## Pushing a carbon atom both ways

One atom of an eight-atom cell in a flat carbon layer is pushed along a line within the layer while the other seven stay where they are. Its periodic copies, 4.25 Å away in the same layer and present in every layer, move with it. The calculation has been done for a push of 0.1 Å in one direction. What energy, force and pressure belong to a push of 0.1 Å in the opposite direction?

Carbon in layers (Fmmm, 8 atoms a cell, 9.30 Å³ an atom), with atom 1 moved along Cartesian [1 1 0] and all else fixed. Ansatz 0.2.0, plane-wave PAW, r2SCAN, scalar-relativistic, no spin polarisation, cutoff 500 eV, 8×8×8 k mesh, Gaussian smearing of 0.05 eV. Energies are free energies less that of the undisturbed cell; pressure is positive in compression.

| displacement (Å) | energy change (eV a cell) | force along direction (eV/Å summed over the moved atoms) | pressure (GPa) |
| --- | --- | --- | --- |
| -0.1 | ? | ? | ? |
| -0.075 | 0.171 | 4.464 | 0.65 |
| -0.05 | 0.077 | 3.030 | 0.30 |
| -0.025 | 0.019 | 1.542 | 0.09 |
| 0 | 0.000 | 0.009 | 0.02 |
| 0.025 | 0.020 | -1.610 | 0.10 |
| 0.05 | 0.081 | -3.333 | 0.33 |
| 0.075 | 0.187 | -5.156 | 0.73 |
| 0.0875 | 0.258 | -6.110 | 1.00 |
| 0.1 | 0.340 | -7.095 | 1.31 |

The displacement $x$ is counted from the relaxed position. The energy change $E$ is measured from the undisturbed cell, and the force $F$ is positive when it points towards positive $x$. In every known row with a displacement the force points back towards zero.

### Two limiting cases

For a very small push, the atom behaves as if it were held by an ideal spring. The energy is then $E=\tfrac12 kx^2$ and the force is $F=-kx$, with a constant stiffness $k$. Both directions are equivalent, so the answer could be copied from the row at +0.1 Å with the sign of the force reversed.

The rows at ±0.075 Å show that this limit has already been left. The atom pushes back with 5.156 eV/Å on the positive side but only 4.464 eV/Å on the negative side. The energies differ in the same sense, 0.187 against 0.171 eV.

The second limit concerns symmetry. If every surrounding atom had a like partner exactly opposite and equally far away, the two directions would be equivalent for a push of any size. A carbon atom in this layer has three neighbours at 120° instead, and opposite each bond lies a gap. Symmetry therefore permits an energy term in $x^3$, which raises the energy on one side and lowers it on the other.

### What the bonds do

The line of motion lies 15° from a bond axis, so one direction leads almost straight at a neighbour and the other almost straight away from it. The shortest distance between atoms in the computed cells tells which is which: it is 1.345 Å at +0.075 Å but 1.366 Å at −0.075 Å, so the neighbour lies on the positive side.

A positive push therefore shortens one bond strongly and lengthens the other two. Geometry gives a shortest bond of about 1.32 Å at +0.1 Å, starting from 1.42 Å. A negative push shares the compression between two bonds, and the shorter of them is still about 1.35 Å long. Since a bond stiffens as it is compressed and softens as it is stretched, the single hard squeeze costs more. Geometry is expected to add to this even for ideal springs. A push across a bond lengthens it a little whichever way it goes, and this adds to the stretch of the two side bonds on the positive side but eases their compression on the negative side.

This argument gives the direction of the effect. The angles between bonds change too, and the scan doesn't separate their share. The size of the whole effect has to come from the computed forces.

### From forces to a forecast

The simplest force law that allows for both the asymmetry and a gradual change of stiffness is

$$F=f_0-kx-ax^2-bx^3 .$$

Here $f_0$ is a small leftover force at zero, $a$ describes the difference between the two sides, and $b$ describes stiffening common to both. The four constants were fitted to the forces of the nine known rows. Energy is the work done against the force, so integration gives

$$E=-f_0x+\tfrac12kx^2+\tfrac13ax^3+\tfrac14bx^4 .$$

No energy entered the fit. As a check that the computed forces and energies are consistent, this expression reproduces the known energies to within 0.001 eV.

At −0.1 Å the spring term contributes 0.316 eV. The cubic term, which adds 0.021 eV on the positive side, is subtracted here, and the fourth-power term adds 0.004 eV. The sum is $0.316-0.021+0.004=0.299$ eV, and the leftover force brings it to about 0.300 eV.

The pressure needs one more step. Because the cell is held fixed, the crystal can't relieve the strain by expanding, and the pressure records its tendency to do so. In the known rows the pressure rises on both sides of zero, somewhat faster on the positive one. A constant plus terms in $x^2$ and $x^3$ was therefore fitted to the same nine rows.

The forecasts for −0.1 Å are:

- force: +5.86 ± 0.04 eV/Å
- energy change: 0.300 ± 0.003 eV
- pressure: 1.11 ± 0.03 GPa

All three should be smaller in size than at +0.1 Å. The ranges are judgements that allow for rounding, scatter and omitted higher powers of $x$.

### The computed row

The withheld rows as computed:

| displacement (Å) | energy change (eV a cell) | force along direction (eV/Å summed over the moved atoms) | pressure (GPa) |
| --- | --- | --- | --- |
| -0.1 | 0.299 | 5.846 | 1.12 |

All three values fall within their ranges. Measured against the table, the model is 0.001 eV too high in energy and 0.008 GPa too low in pressure, neither of them more than one step of the last printed digit. The energy miss is mostly rounding, since the unrounded value is 0.29954 eV against a predicted 0.2998 eV. Its force is 0.018 eV/Å too high, which is 0.3 % of the computed force. That is still several times the typical misfit in the known rows, and the table shows that the misfit is not mere scatter. Averaging the force sizes of opposite pushes and dividing by the distance gives 63.0, 63.6, 64.1 and 64.7 eV/Å² at 0.025, 0.05, 0.075 and 0.1 Å. These rise in nearly equal steps, whereas an $x^3$ term in the force would make the steps grow as 3 : 5 : 7, and the unrounded energies show the same even steps. Over this range the common stiffening therefore grows about as $|x|$, so the cube term has the wrong shape and overshoots at the end, which is expected to account for most of the miss. One possible cause is that the layer has almost no gap, 0.017 eV on the mesh at zero displacement against a smearing of 0.05 eV, so that its electrons need not respond as a simple power series. No other mesh or smearing was run to test this.

The mirror image does much worse. Copying the force from the positive side would have given 7.095 eV/Å in place of 5.846 eV/Å, an error of about 21 % of the computed value. Keeping the asymmetry but dropping the $x^3$ term of the force gives 5.739 eV/Å, which falls outside the forecast range. The difference between the two sides is thus the main correction, and the common stiffening is a smaller one that still matters at this distance.

### What the pressure adds

The rise in pressure hints at how the stiffness would change if the crystal expanded. In a uniform expansion the displacement grows with the cell, so $x^2$ grows as $V^{2/3}$, where $V$ is the cell volume. Differentiating the spring energy then gives the extra pressure

$$P=-\frac{kx^2}{2V}\left(\frac{d\ln k}{d\ln V}+\frac23\right).$$

A positive $P$ requires the stiffness to fall as the crystal expands. The fitted $x^2$ term implies a loss of about 2.4 % in stiffness for each 1 % of added volume. This is an inference from the formula, since no expanded cell was calculated. It also assumes equal expansion in all directions, whereas the computed stress at ±0.1 Å lies almost wholly within the layer and stays below 0.07 GPa across it. That points to softening by stretched bonds, not by layers moving apart.

### Reading a stiffness from such a scan

Anyone who takes a stiffness from a push in one direction only inherits the asymmetry. At +0.1 Å, force divided by distance gives 71 eV/Å², and at −0.1 Å it gives 58 eV/Å². Averaging the two sides cancels the $x^2$ term of the force: $(7.095+5.846)/(2\times0.1)=64.7$ eV/Å², within 3 % of the fitted small-push value of 63.2 eV/Å². That fitted value depends on the assumed cube form: the smallest pair already gives 63.0 eV/Å², and continuing the even steps of the pairs to zero displacement leads lower still, by about one more step. Small pushes in both directions are thus the safer route.

This stiffness belongs to strong bonds within the layer. It does not give a phonon frequency by itself, since a phonon is a joint motion of the atoms, while here seven in every eight are held still. It gives no measure of how easily layers slide. For that question r2SCAN alone would be a poor guide, since it lacks the long-range dispersion attraction between layers, and the layers here are held by symmetry in a stacking that is not that of ordinary graphite. The printed output below lists the fitted constants and the misses.

Numerical output:

```
fit of force_along_direction on 9 rows: constant 0.005223 +/- 0.0028, coefficient of x -63.19 +/- 0.078, coefficient of x**2 -62.22 +/- 0.78, coefficient of x**3 -161.7 +/- 13; rms 0.00376, worst -0.025 0.00669, leave-one-out rms 0.00733
  rows outside the fit (model, value, miss): -0.1 5.864, 5.846, 0.0181
fit of force_along_direction on 9 rows: constant 0.01656 +/- 0.014, coefficient of x -64.05 +/- 0.17, coefficient of x**2 -68.23 +/- 3.1; rms 0.0209, worst -0.025 0.0332, leave-one-out rms 0.0419
  rows outside the fit (model, value, miss): -0.1 5.739, 5.846, -0.107
fit of pressure on 9 rows: constant 0.01928 +/- 0.0017, coefficient of x**2 119.2 +/- 0.45, coefficient of x**3 98.96 +/- 3.6; rms 0.0026, worst -0.05 0.00495, leave-one-out rms 0.00648
  rows outside the fit (model, value, miss): -0.1 1.112, 1.12, -0.00751
energy at -0.1 Å predicted from integrated force, eV: 0.2998
energy at -0.1 Å computed, eV: 0.299
energy at -0.1 Å, prediction less computed, eV: 0.0007911
largest miss of integrated force on known energies, eV: 0.0005752
stiffness at zero displacement, eV/Å^2: 63.19
square term of energy at +0.1 Å, eV: 0.316
cube term of energy at +0.1 Å, eV: 0.02074
fourth-power term of energy at +0.1 Å, eV: 0.004042
energy at +0.075 Å less that at -0.075 Å, eV: 0.016
force size at +0.075 Å less that at -0.075 Å, eV/Å: 0.692
pressure at +0.075 Å less that at -0.075 Å, GPa: 0.08
softening of the stiffness per 1 % of uniform volume expansion, %: 2.419
shortest bond at +0.1 Å, Å: 1.324
shortest bond at -0.1 Å, Å: 1.351
longest bond at +0.1 Å, Å: 1.492
longest bond at -0.1 Å, Å: 1.517
```
